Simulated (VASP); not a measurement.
Runs of VASP 6.6.1 on KCl. The structure is cubic, space group Fm-3m (No. 225). The conventional cell has a = 6.092 Å, b = 6.092 Å, c = 6.092 Å, α = 90.00°, β = 90.00°, γ = 90.00°. Around K (site symmetry m-3m) lie 6 Cl at 3.05 Å. Around Cl (site symmetry m-3m) lie 6 K at 3.05 Å. 

```tsv
cell	target pressure	gap on the mesh (eV)	pressure (GPa)
relaxed to 0.48 GPa	0.48 GPa	5.35	0.5
relaxed to 1.2 GPa	1.2 GPa	5.45	1.2
relaxed to 3 GPa	3 GPa	5.67	3.0
relaxed to 2 GPa	2 GPa	(b)	2.0
relaxed to 0.0001 GPa	0.0001 GPa	5.28	0.0
relaxed to 4 GPa	4 GPa	(a)	4.0
```

Alike in all rows: task relaxation of cell and atoms; level PBEsol+D3(BJ); potentials or basis VASP PAW PBE potentials, release 64 (K_sv, Cl); no spin polarisation; k mesh 12 × 12 × 12; cutoff (eV) 520; smearing gaussian 0.1 eV.

**Question.** Estimate the missing entries.

**Answer.** (a) 5.77; (b) 5.55.

Caveats: the cell is relaxed towards a set pressure, so the enthalpy falls and the energy may rise; the PAW data sets were made with another functional, which shifts forces and pressure a little; the relaxation stopped at its first step, so nothing moved (some runs).

A k mesh can miss the band edges.
